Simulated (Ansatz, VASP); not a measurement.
**Cross-check of Ni (Ni wire along [111], 19 atoms a period) between VASP and Ansatz**

Wanted: the spread between two codes on one cell, functional and k mesh. The structure shown is the start of the Ansatz relaxation below; VASP solves that cell, so the two are compared at the walk's first step.

Calculated with Ansatz 0.2.0; plane waves, with VASP 6.6.1 beside it; single point at PBE.

## Step 1: Set-up

The cell holds 19 atoms: 19 Ni. Cell: a = 11.778 Å, b = 12.548 Å, c = 6.097 Å, α = 90.0°, β = 90.0°, γ = 90.0°. Vacuum lies along a and b. The structure's axis is c.

## Step 2: Ansatz: relaxation, PBE

Ansatz runs on its PAW soft_1 files.

The two programs are compared at the cell with which this relaxation starts, whose forces are those of its first step.

Contents of input.yaml:

```yaml
crystal:
  lattice:
    - [11.778, 0.0, 0.0]
    - [0.0, 12.548, 0.0]
    - [0.0, 0.0, 6.0968188426]
  atoms:
    - { symbol: Ni, position: [0.288673799, 0.500005416, 0.0], spin: 0.8 }
    - { symbol: Ni, position: [0.394337573, 0.671789842, 0.0], spin: 0.8 }
    - { symbol: Ni, position: [0.500001347, 0.500005416, 0.0], spin: 0.8 }
    - { symbol: Ni, position: [0.605665122, 0.671789842, 0.0], spin: 0.8 }
    - { symbol: Ni, position: [0.288673799, 0.614528367, 0.333333333], spin: 0.8 }
    - { symbol: Ni, position: [0.394337573, 0.442743941, 0.333333333], spin: 0.8 }
    - { symbol: Ni, position: [0.500001347, 0.614528367, 0.333333333], spin: 0.8 }
    - { symbol: Ni, position: [0.500001347, 0.270959515, 0.333333333], spin: 0.8 }
    - { symbol: Ni, position: [0.605665122, 0.442743941, 0.333333333], spin: 0.8 }
    - { symbol: Ni, position: [0.711328896, 0.614528367, 0.333333333], spin: 0.8 }
    - { symbol: Ni, position: [0.288673799, 0.385482466, 0.666666667], spin: 0.8 }
    - { symbol: Ni, position: [0.394337573, 0.557266892, 0.666666667], spin: 0.8 }
    - { symbol: Ni, position: [0.500001347, 0.385482466, 0.666666667], spin: 0.8 }
    - { symbol: Ni, position: [0.500001347, 0.729051317, 0.666666667], spin: 0.8 }
    - { symbol: Ni, position: [0.605665122, 0.557266892, 0.666666667], spin: 0.8 }
    - { symbol: Ni, position: [0.711328896, 0.385482466, 0.666666667], spin: 0.8 }
    - { symbol: Ni, position: [0.394337573, 0.328220991, 0.0], spin: 0.8 }
    - { symbol: Ni, position: [0.605665122, 0.328220991, 0.0], spin: 0.8 }
    - { symbol: Ni, position: [0.711328896, 0.500005416, 0.0], spin: 0.8 }
magnetization:
  spin_polarized: true
kpoints:
  mp_grid: { grid: [1, 1, 14] }
scf:
  occupations: { method: fermi_dirac, width: 0.05 }
hamiltonian:
  xc: pbe
  pseudopotentials: { kind: paw, azcp: { folder: soft_1 } }
relax:
  cell: { fix: [a, b, alpha, beta, gamma] }
  max_steps: 45
  f_tol: 0.03
```

The run is started by

```
> ansatz run input.yaml --threads 4 --pin off --max-ram 16384MiB --backend cpu --events-out ev --progress --plain --runs-dir out
```

Numbers of over 12 decimals in the logs are rounded to 6 here.

The log of the run:

```text
Engine: ansatz 0.2.0, x86_64-unknown-linux-gnu
Pseudopotentials: kind: paw
Pseudopotential: Ni, paw, valence charge 18, recommended cutoff 420 eV (normal), soft_1/Ni.paw.azcp
Functional definition: PBE
  parameter kappa = 0.804
  parameter beta = 0.066725
  exchange = pbe_x(kappa = kappa, mu = beta*pi^2/3)
  correlation = pbe_c(beta = beta)
Crystal: 19 atoms, lattice volume = 901.051 Å³
Basis set: ecut = 420 eV, 17627 PW (Γ), exchange–correlation on 160×180×90 points (8 copies of the dense FFT grid, shifted against one another)
Bands: 215, of which v1, the nominal top of the filled ones, is band 171 counted from 1 (170 counted from 0)
Symmetry: 4 space group operations
Space group: P2/m (ITA 10), of the structure as read, at distance tolerance 9.7e-5 Å
Magnetic group: BNS 10.42 (UNI 49), of the structure as read, at distance tolerance 9.7e-5 Å
k-points: 8 of 14
Non-local potential: Ni, projectors of the file, l = 0: 3, l = 1: 2, l = 2: 3, l = 3: 1
PAW form: soft (Blöchl's): semilocal exchange-correlation on the pseudo side does not see the compensation charge
PAW one-centre angular grid: Ni, 590 points (default); XC on 64 Gauss nodes
Initial density: superposition of atomic densities (neutral atoms: chi_scale 0, normalization atom)
Starting moments: Σ|m| = 15.2 μB on 19 of 19 sites
Initial wavefunctions: pseudopotential atomic-orbital guess
Functional: x = pbe(κ = 0.804, μ = 0.219515), c = pbe(β = 0.066725)
SCF iter   1: F=—  HF=-110916.968934 eV  |F-HF|=—  |Δ(HF+E_count)|=         —  Δρ=2.25e-2 (↑2.25e-2 ↓1.61e-2)  dr2=3.66e1  dr2_m=1.15e0  M=15.773 μB ∫|m|=16.476 μB  β_m=0.30  ethr=3.10e-3  ⟨swp⟩=8.3  Hψ=16390  notcnv=0  defer=160
Mixer restart at iter 1: flushing history
preconditioner: auto → LDOS  [metal: Δε(μ)=0.001 eV  Ē_g=5.879 eV  σ=0.050 eV  W_gap=0.00  n_scr=192 (ndim 8)  ℏωp=17.1 eV  f_vac=0.624  D(μ)=53.48/eV (n_scr^D=522)]
spin=Collinear: LDOS preconditioning applied to the charge; magnetization (m = ρ↑ − ρ↓) channel mixes plain (no charge-response kernel on spin).
SCF iter   2: F=—  HF=-110920.667904 eV  |F-HF|=—  |Δ(HF+E_count)|=    3.70e0  Δρ=1.84e-2 (↑1.84e-2 ↓1.00e-2)  dr2=8.83e0  dr2_m=8.15e-1  M=16.248 μB ∫|m|=17.049 μB  β_m=0.41  ethr=3.10e-3  ⟨swp⟩=2.1  Hψ=5715  notcnv=0  defer=395
SCF iter   3: F=—  HF=-110930.774907 eV  |F-HF|=—  |Δ(HF+E_count)|=    1.01e1  Δρ=9.62e-3 (↑4.99e-3 ↓9.62e-3)  dr2=5.15e-1  dr2_m=3.31e-1  M=16.710 μB ∫|m|=17.838 μB  β_m=0.44  ethr=2.58e-3  ⟨swp⟩=2.8  Hψ=5480  notcnv=0  defer=398
SCF iter   4: F=—  HF=-110933.114523 eV  |F-HF|=—  |Δ(HF+E_count)|=    2.34e0  Δρ=5.28e-3 (↑5.28e-3 ↓3.00e-3)  dr2=3.55e-1  dr2_m=5.81e-2  M=16.418 μB ∫|m|=17.725 μB  β_m=0.63  ethr=1.51e-4  ⟨swp⟩=2.9  Hψ=5686  notcnv=0  defer=402
SCF iter   5: F=—  HF=-110934.687951 eV  |F-HF|=—  |Δ(HF+E_count)|=    1.57e0  Δρ=2.33e-3 (↑2.33e-3 ↓2.15e-3)  dr2=8.88e-2  dr2_m=9.16e-3  M=16.100 μB ∫|m|=17.677 μB  β_m=0.58  ethr=1.04e-4  ⟨swp⟩=3.5  Hψ=7697  notcnv=0  defer=402
SCF iter   6: F=—  HF=-110934.706963 eV  |F-HF|=—  |Δ(HF+E_count)|=         —  Δρ=3.07e-3 (↑1.16e-3 ↓3.07e-3)  dr2=4.32e-2  dr2_m=3.28e-2  M=15.748 μB ∫|m|=17.338 μB  β_m=0.58  ethr=2.60e-5  ⟨swp⟩=2.0  Hψ=5414  notcnv=0  defer=403
SCF iter   7: F=—  HF=-110934.716558 eV  |F-HF|=—  |Δ(HF+E_count)|=   9.59e-3  Δρ=1.69e-3 (↑6.41e-4 ↓1.69e-3)  dr2=1.70e-2  dr2_m=8.12e-3  M=15.737 μB ∫|m|=17.321 μB  β_m=0.79  ethr=1.26e-5  ⟨swp⟩=1.4  Hψ=3466  notcnv=0  defer=403
SCF iter   8: F=—  HF=-110934.745120 eV  |F-HF|=—  |Δ(HF+E_count)|=   2.86e-2  Δρ=3.41e-4 (↑2.41e-4 ↓3.41e-4)  dr2=5.90e-4  dr2_m=5.42e-4  M=15.612 μB ∫|m|=17.223 μB  β_m=0.83  ethr=4.96e-6  ⟨swp⟩=2.0  Hψ=5258  notcnv=0  defer=403
SCF iter   9: F=—  HF=-110934.745206 eV  |F-HF|=—  |Δ(HF+E_count)|=   8.64e-5  Δρ=2.13e-4 (↑9.89e-5 ↓2.13e-4)  dr2=5.12e-4  dr2_m=4.40e-5  M=15.605 μB ∫|m|=17.212 μB  β_m=0.68  ethr=1.73e-7  ⟨swp⟩=2.5  Hψ=6257  notcnv=0  defer=403
[...]
preconditioner: auto → LDOS  [metal: Δε(μ)=0.007 eV  Ē_g=5.779 eV  σ=0.050 eV  W_gap=0.03  n_scr=52 (ndim 8)  ℏωp=17.4 eV  f_vac=0.662  D(μ)=36.76/eV (n_scr^D=308)]
spin=Collinear: LDOS preconditioning applied to the charge; magnetization (m = ρ↑ − ρ↓) channel mixes plain (no charge-response kernel on spin).
[...]
SCF iter   3: F=—  HF=-110935.882806 eV  |F-HF|=—  |Δ(HF+E_count)|=   1.24e-6  Δρ=3.66e-5 (↑3.66e-5 ↓1.44e-5)  dr2=8.89e-6  dr2_m=3.63e-6  M=15.128 μB ∫|m|=16.577 μB  β_m=0.66  ethr=1.84e-8  ⟨swp⟩=2.1  Hψ=5002  notcnv=0
SCF iter   4: F=—  HF=-110935.882812 eV  |F-HF|=—  |Δ(HF+E_count)|=   6.93e-6  Δρ=2.44e-5 (↑1.22e-5 ↓2.44e-5)  dr2=9.21e-6  dr2_m=1.27e-6  M=15.126 μB ∫|m|=16.575 μB  β_m=0.61  ethr=2.60e-9  ⟨swp⟩=2.1  Hψ=6268  notcnv=0
SCF iter   5: F=—  HF=-110935.882813 eV  |F-HF|=—  |Δ(HF+E_count)|=   4.79e-7  Δρ=1.42e-5 (↑1.42e-5 ↓8.11e-6)  dr2=2.39e-6  dr2_m=9.96e-8  M=15.125 μB ∫|m|=16.573 μB  β_m=0.55  ethr=2.60e-9  ⟨swp⟩=2.1  Hψ=6264  notcnv=0
SCF iter   6: F=—  HF=-110935.882812 eV  |F-HF|=—  |Δ(HF+E_count)|=   5.89e-7  Δρ=4.04e-6 (↑1.61e-6 ↓4.04e-6)  dr2=1.55e-7  dr2_m=2.58e-8  M=15.123 μB ∫|m|=16.572 μB  β_m=0.54  ethr=6.98e-10  ⟨swp⟩=2.2  Hψ=5053  notcnv=0
[...]
SCF iter  11: F=—  HF=-110935.882811 eV  |F-HF|=—  |Δ(HF+E_count)|=  8.73e-11  Δρ=1.67e-7 (↑6.08e-8 ↓1.67e-7)  dr2=4.12e-10  dr2_m=2.72e-11  M=15.123 μB ∫|m|=16.572 μB  β_m=0.86  ethr=1.00e-12  ⟨swp⟩=2.0  Hψ=3840  notcnv=0
SCF iter  12: F=-110935.882811 eV  HF=-110935.882811 eV  |F-HF|=2.91e-11  |Δ(HF+E_count)|=  1.46e-10  Δρ=1.21e-7 (↑3.41e-8 ↓1.21e-7)  dr2=1.77e-10  dr2_m=1.65e-11  M=15.123 μB ∫|m|=16.572 μB  ethr=1.00e-12  ⟨swp⟩=3.0  Hψ=11132  notcnv=0
SCF 6 converged in 12 iterations: F = -110935.882811 eV  dr2 = 1.77e-10
relax step   6: F+E_penalty+E_count = -110935.88281109 eV  Δ(F+E_penalty+E_count) = +6.488e-3 eV  max|allowed force component| = 9.788e-3 eV/Å  Δτ_max = 0.0000 Å  P = -0.003 GPa  Ω = 870.157 Å³  fix = [a, b, alpha, beta, gamma]  reactions: a -0.015, b -0.015 GPa; alpha +0.001 GPa/rad  stress off target by 2.13e-2 GPa on what of the cell is left free  SCF on the basis re-selected at this cell (its energy is not comparable with the rows above)  (12 SCF iters)
basis re-selected at this cell: Δ(F+E_penalty+E_count) = +6.488e-3 eV, ΔP = +0.009 GPa vs the last step (what re-selecting the basis moved, of the pressure what is left beyond the Pulay correction that the steps carried, after the strain that the cell walked since its last selection, with what the two solves' SCF thresholds leave and, on support functions, any second-order correction that the steps lacked; it is no measure of the basis error at this ecutwfc). The dense FFT grid was sized anew with the basis: this SCF ran on 80×90×40 points, the steps before it on 80×90×45, so part of this shift can come from that change (see relax.cell in the input reference). [rest of the remark cut]
SCF converged after 12 iterations
Magnetization: 15.1232 μB (178.5616 up, 163.4384 down)
Absolute magnetization: 16.5890 μB (∫|ρ↑−ρ↓|, with the PAW one-centre terms)
Spin contamination: 0.1834 ħ² per cell (⟨S²⟩ above its minimum at these occupations)
Per-site moments (μB) at R_I (Å): [(0.817725, 0.976612), (0.817970, 0.976789), (0.897720, 1.000169), (0.817970, 0.976789), (0.819536, 0.968751), (0.730370, 0.968751), (0.730127, 0.968795), (0.818759, 0.968795), (0.730370, 0.968751), (0.819536, 0.968751), (0.819536, 0.968751), (0.730370, 0.968751), (0.730127, 0.968795), (0.818759, 0.968795), (0.730370, 0.968751), (0.819536, 0.968751), (0.817970, 0.976789), (0.817970, 0.976789), (0.817725, 0.976612)]
Free energy (F): -110935.882811 eV
Harris-Foulkes:  -110935.882811 eV  (|F-HF|=2.91e-11)
Internal energy: -110935.581701 eV  (E = F + TS)
E sigma→0 (E₀):  -110935.732256 eV
Entropy (-TS):   -0.301110 eV (-15.848 meV/atom)
Fermi energy:    1.015204 eV
--- Per-component energies (eV) ---
  E_band       = -11176.965630
  E_kinetic    = 6434.122057
  E_local      = -276915.458722  (includes V_loc(G=0)·N_el)
  E_nonlocal   = -2184.133661
  E_hartree    = 137846.945667
  E_xc         = -2115.242151
  E_vxc        = -2726.187898  (∫ρ·V_xc dr)
  E_paw        = -31531.639003  (= ΣΔE_a)
  E_vpaw       = -11479.215577  (= ΣTr[D̂ρ^β])
  E_aug_tail   = 0.018025  (compensation charges beyond the density's cutoff)
  E_ewald      = 57529.806087
  E_smearing   = -0.301110  (= −TS)
  E_closure    = -0.000000  (closes the sum)
  Σ components = -110935.882811   (vs F -110935.882811, Δ=0.00e0)
--- Forces (eV/Å), atoms counted from 1 ---
  atom   1  Ni     0.00141698     0.00000000     0.00000000
  atom   2  Ni     0.00055766    -0.00113117     0.00009800
  atom   3  Ni     0.00000000     0.00000000     0.00000000
  atom   4  Ni    -0.00055766    -0.00113117     0.00009800
  atom   5  Ni     0.00623686    -0.00336082    -0.00166208
  atom   6  Ni    -0.00859712    -0.00473142     0.00297399
  atom   7  Ni    -0.00000000     0.00978751     0.00315597
  atom   8  Ni     0.00000000     0.00658399    -0.00173380
  atom   9  Ni     0.00859712    -0.00473142     0.00297399
  atom  10  Ni    -0.00623686    -0.00336082    -0.00166208
  atom  11  Ni     0.00623686     0.00336082     0.00166208
  atom  12  Ni    -0.00859712     0.00473142    -0.00297399
  atom  13  Ni    -0.00000000    -0.00978751    -0.00315597
  atom  14  Ni    -0.00000000    -0.00658399     0.00173380
  atom  15  Ni     0.00859712     0.00473142    -0.00297399
  atom  16  Ni    -0.00623686     0.00336082     0.00166208
  atom  17  Ni     0.00055766     0.00113117    -0.00009800
  atom  18  Ni    -0.00055766     0.00113117    -0.00009800
  atom  19  Ni    -0.00141698     0.00000000    -0.00000000
  max |Σ_I F_I| component: 8.67e-19 eV/Å
--- Stress (GPa, compression-positive) ---
       -0.014603       0.000000       0.000000
        0.000000      -0.015190      -0.001114
        0.000000      -0.001114       0.021254
  P = ⅓ Tr σ = -0.0028 GPa (-0.028 kbar)
--- Relaxed structure (5 steps of the walk, 4 accepted, 1 SCFs on fresh bases) ---
  F+E_penalty+E_count = -110935.88281109 eV   max|allowed force component| = 9.788e-3 eV/Å   (the final SCF, on the basis selected at the relaxed cell)
  cell:  # Å, volume = 870.1566 Å³
    - [11.778, 0.0, 0.0]
    - [0.0, 12.548, 0]
    - [0.0, 0, 5.887777]
  atoms:
    - { symbol: Ni, position: [0.294010, 0.500000, 0] }
    - { symbol: Ni, position: [0.397040, 0.667327, 0.000131497] }
    - { symbol: Ni, position: [0.5, 0.500000, 0] }
    - { symbol: Ni, position: [0.602960, 0.667327, 0.000131497] }
    - { symbol: Ni, position: [0.298111, 0.609290, 0.327682] }
    - { symbol: Ni, position: [0.391090, 0.441001, 0.336135] }
    - { symbol: Ni, position: [0.5, 0.617989, 0.336324] }
    - { symbol: Ni, position: [0.5, 0.281273, 0.327488] }
    - { symbol: Ni, position: [0.608910, 0.441001, 0.336135] }
    - { symbol: Ni, position: [0.701889, 0.609290, 0.327682] }
    - { symbol: Ni, position: [0.298111, 0.390710, 0.672318] }
    - { symbol: Ni, position: [0.391090, 0.558999, 0.663865] }
    - { symbol: Ni, position: [0.5, 0.382011, 0.663676] }
    - { symbol: Ni, position: [0.5, 0.718727, 0.672512] }
    - { symbol: Ni, position: [0.608910, 0.558999, 0.663865] }
    - { symbol: Ni, position: [0.701889, 0.390710, 0.672318] }
    - { symbol: Ni, position: [0.397040, 0.332673, -0.000131497] }
    - { symbol: Ni, position: [0.602960, 0.332673, -0.000131497] }
    - { symbol: Ni, position: [0.705990, 0.500000, 0] }
```

The column dr2 measures how far the density is from self-consistency, as an energy; F and HF (Harris–Foulkes) agree once it is small.

[end of part 1 of 2]

[Lines on the potential files, build, host, timing and source positions are cut from VASP's logs without a mark.]

[Logs are printed without paths, hosts, clocks, repeated set-up lines and the standing remarks that a program may print on its own settings, such as how far it seeks lower states.]

[Hosts, paths, dates, database ids (printed as entryN), source tags and the programs' standing remarks are cut or masked in the printed files.]
